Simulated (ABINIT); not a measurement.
# Hf (P6_3/mmc) in ABINIT: single point with PBEsol

Aim: the single point of Hf with PBEsol.

Program: ABINIT 10.8.3 (patched build). These are calculated values, not measurements. Logs are shortened: lines on timing, memory, paths and dates and some standing lists are left out, and cuts for length are marked. The log counts tension as positive stress, the text compression.

## 1. The structure

Symmetry: P6_3/mmc, No. 194, hexagonal system. Conventional cell: a = 3.197 Å, b = 3.197 Å, c = 5.058 Å, α = 90.00°, β = 90.00°, γ = 120.00°. Hf (site symmetry -6m2) is surrounded by 12 Hf at 3.13 to 3.20 Å.

## 2. Single point, PBEsol

run.abi reads:

```
pp_dirpath "./"
pseudos "Hf.upf"

acell 3*1.0 Angstrom
rprim
     3.1967000000     0.0000000000     0.0000000000
    -1.5983500000     2.7684234083     0.0000000000
     0.0000000000     0.0000000000     5.0578000000
ntypat 1
znucl 72
natom 2
typat 1 1
xred
     0.6666666667     0.3333333333     0.7500000000
     0.3333333333     0.6666666667     0.2500000000

ecut 25.0

kptopt 1
ngkpt 8 8 4
nshiftk 1
shiftk 0.0 0.0 0.0

ixc -116133

nband 16
occopt 3
tsmear 0.00183747

nstep 100
tolvrs 1.0e-10

iomode 3
prtwf 0
prtden 0
prteig 0
prtebands 0
```

Potentials or basis: PseudoDojo NC SR PBEsol v0.4.1 standard.

On the command line:

```console
mpirun --bind-to none -np 4 abinit run.abi > log 2>&1
```

run.abo:

```text
.Version 10.8.3 of ABINIT
 Symmetries : space group P6_3/m m c (#194); Bravais hP (primitive hexag.)
================================================================================
 Values of the parameters that define the memory need of the present run
     intxc =       0    ionmov =       0      iscf =       7    lmnmax =       8
     lnmax =       8     mgfft =      45  mpssoang =       4    mqgrid =    3001
     natom =       2  nloc_mem =       1    nspden =       1   nspinor =       1
    nsppol =       1      nsym =      24    n1xccc =    2501    ntypat =       1
    occopt =       3   xclevel =       2
       mpw =        1816          nfft =       40500          nkpt =          30
================================================================================
================================================================================

--------------------------------------------------------------------------------
------------- Echo of variables that govern the present computation ------------
--------------------------------------------------------------------------------
 -outvars: echo values of preprocessed input variables --------
            acell      1.8897261259E+00  1.8897261259E+00  1.8897261259E+00 Bohr
              amu      1.78490000E+02
             ecut      2.50000000E+01 Hartree
              ixc     -116133
         kptrlatt        8    0    0      0    8    0      0    0    4
          kptrlen      3.82314272E+01
            natom           2
            nband          16
            ngfft          30      30      45
             nkpt          30
            nstep         100
             nsym          24
           ntypat           1
           occopt           3
           prtden           0
        prtebands           0
           prteig           0
            prtwf           0
            rprim      3.1967000000E+00  0.0000000000E+00  0.0000000000E+00
                      -1.5983500000E+00  2.7684234083E+00  0.0000000000E+00
                       0.0000000000E+00  0.0000000000E+00  5.0578000000E+00
          spgroup         194
           tolvrs      1.00000000E-10
           tsmear      1.83747000E-03 Hartree
            typat      1  1
           xangst      1.5983500000E+00  9.2280780277E-01  3.7933500000E+00
                       5.5947951940E-17  1.8456156055E+00  1.2644500000E+00
            xcart      3.0204437533E+00  1.7438540141E+00  7.1683925997E+00
                       1.0572630647E-16  3.4877080282E+00  2.3894641999E+00
             xred      6.6666666667E-01  3.3333333333E-01  7.5000000000E-01
                       3.3333333333E-01  6.6666666667E-01  2.5000000000E-01
            znucl       72.00000

================================================================================

 chkinp: Checking input parameters for consistency.

================================================================================
== DATASET  1 ==================================================================

--- !DatasetInfo
iteration_state: {dtset: 1, }
dimensions: {natom: 2, nkpt: 30, mband: 16, nsppol: 1, nspinor: 1, nspden: 1, mpw: 1816, }
cutoff_energies: {ecut:  25.0, pawecutdg:  -1.0, }
electrons: {nelect:   2.40000000E+01, charge:   0.00000000E+00, occopt:   3.00000000E+00, tsmear:   1.83747000E-03, }
meta: {optdriver: 0, ionmov: 0, optcell: 0, iscf: 7, paral_kgb: 0, }
...

 Real(R)+Recip(G) space primitive vectors, cartesian coordinates (Bohr,Bohr^-1):
 R(1)=  6.0408875  0.0000000  0.0000000  G(1)=  0.1655386  0.0955737  0.0000000
 R(2)= -3.0204438  5.2315620  0.0000000  G(2)=  0.0000000  0.1911475  0.0000000
 R(3)=  0.0000000  0.0000000  9.5578568  G(3)=  0.0000000  0.0000000  0.1046260
 Unit cell volume ucvol=  3.0205960E+02 bohr^3
 Angles (23,13,12)=  9.00000000E+01  9.00000000E+01  1.20000000E+02 degrees

 getcut: wavevector=  0.0000  0.0000  0.0000  ngfft=  30  30  45
         ecut(hartree)=     25.000   => boxcut(ratio)=   2.04530

--- Pseudopotential description ------------------------------------------------
- pspini: atom type   1  psp file is ./Hf.upf
12 -116133 3 -1 1656                          pspcod,pspxc,lmax,lloc,mmax
     nproj     2     2     2     2

   1.05555876E+03                                ecore*ucvol(ha*bohr**3)
--------------------------------------------------------------------------------

================================================================================

--- !BeginCycle
iteration_state: {dtset: 1, }
solver: {iscf: 7, nstep: 100, nline: 4, wfoptalg: 0, }
tolerances: {tolvrs: 1.00E-10, }
...

     iter   Etot(hartree)      deltaE(h)  residm     vres2
 ETOT  1  -112.71192750452    -1.127E+02 9.770E-02 1.643E+01
 ETOT  2  -112.76254553810    -5.062E-02 1.575E-02 2.150E-01
 ETOT  3  -112.76262252889    -7.699E-05 4.901E-03 3.302E-03
 ETOT  4  -112.76262346241    -9.335E-07 5.437E-03 1.371E-05
 ETOT  5  -112.76262347098    -8.569E-09 8.114E-04 1.833E-07
 ETOT  6  -112.76262347130    -3.162E-10 1.348E-03 1.411E-08
 ETOT  7  -112.76262347132    -2.227E-11 2.278E-04 2.379E-11

 At SCF step    7       vres2   =  2.38E-11 < tolvrs=  1.00E-10 =>converged.

 Cartesian components of stress tensor (hartree/bohr^3)
  sigma(1 1)=  1.41254134E-04  sigma(3 2)=  0.00000000E+00
  sigma(2 2)=  1.41254134E-04  sigma(3 1)=  0.00000000E+00
  sigma(3 3)=  1.42799312E-04  sigma(2 1)=  0.00000000E+00

--- !ResultsGS
iteration_state: {dtset: 1, }
comment   : Summary of ground state results
lattice_vectors:
- [  6.0408875,   0.0000000,   0.0000000, ]
- [ -3.0204438,   5.2315620,   0.0000000, ]
- [  0.0000000,   0.0000000,   9.5578568, ]
lattice_lengths: [   6.04089,    6.04089,    9.55786, ]
lattice_angles: [ 90.000,  90.000, 120.000, ] # degrees, (23, 13, 12)
lattice_volume:   3.0205960E+02
convergence: {deltae: -2.227E-11, res2:  2.379E-11, residm:  2.278E-04, diffor: null, }
etotal    :  -1.12762623E+02
entropy   :   0.00000000E+00
fermie    :   3.87584715E-01
cartesian_stress_tensor: # hartree/bohr^3
- [  1.41254134E-04,   0.00000000E+00,   0.00000000E+00, ]
- [  0.00000000E+00,   1.41254134E-04,   0.00000000E+00, ]
- [  0.00000000E+00,   0.00000000E+00,   1.42799312E-04, ]
pressure_GPa:  -4.1710E+00
xred      :
- [  6.6667E-01,   3.3333E-01,   7.5000E-01, Hf]
- [  3.3333E-01,   6.6667E-01,   2.5000E-01, Hf]
cartesian_forces: # hartree/bohr
- [ -1.67151260E-29,  -2.25177925E-29,   1.15392761E-25, ]
- [  1.67151260E-29,   2.25177925E-29,  -1.15392761E-25, ]
force_length_stats: {min:   1.15392764E-25, max:   1.15392764E-25, mean:   1.15392764E-25, }
...

 Integrated electronic density in atomic spheres:
 ------------------------------------------------
 Atom  Sphere_radius  Integrated_density
    1        2.00000          8.41524083
    2        2.00000          8.41524083
================================================================================

 ----iterations are completed or convergence reached----

 Mean square residual over all n,k,spin=   23.144E-07; max=  22.782E-05
 reduced coordinates (array xred) for    2 atoms
       0.666666666667      0.333333333333      0.750000000000
       0.333333333333      0.666666666667      0.250000000000
 rms dE/dt=  6.3676E-25; max dE/dt=  1.1029E-24; dE/dt below (all hartree)
    1       0.000000000000      0.000000000000     -0.000000000000
    2      -0.000000000000     -0.000000000000      0.000000000000

 cartesian coordinates (angstrom) at end:
    1      1.59835000000000     0.92280780276667     3.79335000000000
    2      0.00000000000000     1.84561560553333     1.26445000000000

 cartesian forces (hartree/bohr) at end:
    1     -0.00000000000000    -0.00000000000000     0.00000000000000
    2      0.00000000000000     0.00000000000000    -0.00000000000000
 frms,max,avg= 6.6622043E-26 1.1539276E-25   0.000E+00  0.000E+00  0.000E+00 h/b

 cartesian forces (eV/Angstrom) at end:
    1     -0.00000000000000    -0.00000000000000     0.00000000000000
    2      0.00000000000000     0.00000000000000    -0.00000000000000
 frms,max,avg= 3.4258432E-24 5.9337343E-24   0.000E+00  0.000E+00  0.000E+00 e/A
 length scales=  1.889726125908  1.889726125908  1.889726125908 bohr
              =  1.000000000000  1.000000000000  1.000000000000 angstroms
 Fermi (or HOMO) energy (hartree) =   0.38758   Average Vxc (hartree)=  -0.43552
 Eigenvalues (hartree) for nkpt=  30  k points:
 kpt#   1, nband= 16, wtk=  0.00391, kpt=  0.0000  0.0000  0.0000 (reduced coord)
  -1.88880   -1.88618   -0.75378   -0.72650   -0.72650   -0.72177   -0.72177   -0.72167
   0.11419    0.24911    0.40982    0.42865    0.42865    0.43891    0.45882    0.45891
      occupation numbers for kpt#   1
   2.00000    2.00000    2.00000    2.00000    2.00000    2.00000    2.00000    2.00000
   2.00000    2.00000    0.00001    0.00000    0.00000    0.00000    0.00000    0.00000
 prteigrs : prtvol=0 or 1, do not print more k-points.

--- !EnergyTerms
iteration_state     : {dtset: 1, }
comment             : Components of total free energy in Hartree
kinetic             :  2.89188098896529E+01
hartree             :  1.41664335178727E+01
xc                  : -2.82819510990320E+01
Ewald energy        : -7.80846831566812E+01
psp_core            :  3.49453800673425E+00
local_psp           : -5.82101924702056E+01
non_local_psp       :  5.23477718767497E+00
internal            : -1.12762268123984E+02
'-kT*entropy'       : -3.55347333839368E-04
total_energy        : -1.12762623471318E+02
total_energy_eV     : -3.06842730138815E+03
band_energy         : -1.39233684785990E+01
...

 Cartesian components of stress tensor (hartree/bohr^3)
  sigma(1 1)=  1.41254134E-04  sigma(3 2)=  0.00000000E+00
  sigma(2 2)=  1.41254134E-04  sigma(3 1)=  0.00000000E+00
  sigma(3 3)=  1.42799312E-04  sigma(2 1)=  0.00000000E+00

-Cartesian components of stress tensor (GPa)         [Pressure= -4.1710E+00 GPa]
- sigma(1 1)=  4.15584011E+00  sigma(3 2)=  0.00000000E+00
- sigma(2 2)=  4.15584010E+00  sigma(3 1)=  0.00000000E+00
- sigma(3 3)=  4.20130081E+00  sigma(2 1)=  0.00000000E+00

== END DATASET(S) ==============================================================
================================================================================

 -outvars: echo values of variables after computation  --------
            acell      1.8897261259E+00  1.8897261259E+00  1.8897261259E+00 Bohr
           etotal     -1.1276262347E+02
            fcart     -1.6715126007E-29 -2.2517792499E-29  1.1539276080E-25
                       1.6715126007E-29  2.2517792499E-29 -1.1539276080E-25
            rprim      3.1967000000E+00  0.0000000000E+00  0.0000000000E+00
                      -1.5983500000E+00  2.7684234083E+00  0.0000000000E+00
                       0.0000000000E+00  0.0000000000E+00  5.0578000000E+00
           strten      1.4125413421E-04  1.4125413402E-04  1.4279931204E-04
                       0.0000000000E+00  0.0000000000E+00  0.0000000000E+00
           xangst      1.5983500000E+00  9.2280780277E-01  3.7933500000E+00
                       5.5947951940E-17  1.8456156055E+00  1.2644500000E+00
             xred      6.6666666667E-01  3.3333333333E-01  7.5000000000E-01
                       3.3333333333E-01  6.6666666667E-01  2.5000000000E-01
 Calculation completed.
```

It took 4 s on 4 MPI ranks of AMD EPYC 9R45 (Zen 5), shared host; peak memory 0.24 GiB.

Results:

```
Free energy                                           : -3068.4273 eV
Pressure                                              : -4.2 GPa
Band gap on the k mesh                                : none (metal or under the smearing width)
Valence electrons inside the program's atomic spheres : Hf 8.42 (radii [1.0584] Å)
```

Levels at points of the mesh, in eV from the Fermi level:
```tsv
k point	band 8	band 9	band 10	band 11	band 12	band 13	band 14	band 15	band 16
(0.00, 0.00, 0.00)	-30.18	-7.44	-3.77	0.60	1.12	1.12	1.40	1.94	1.94
(0.50, 0.00, 0.00)	-30.28	-3.41	-2.80	-2.28	-0.84	0.73	0.82	1.61	5.86
(0.00, 0.00, 0.50)	-30.25	-5.46	-5.46	0.10	0.10	1.01	1.01	1.01	1.01
(0.50, 0.00, 0.50)	-30.39	-3.47	-3.47	-1.04	-1.04	1.13	1.13	2.59	2.59
```

Caveat: the cutoff is short for stress, so the pressure is rough. Spin-orbit coupling is left out, which matters for the levels of Hf.
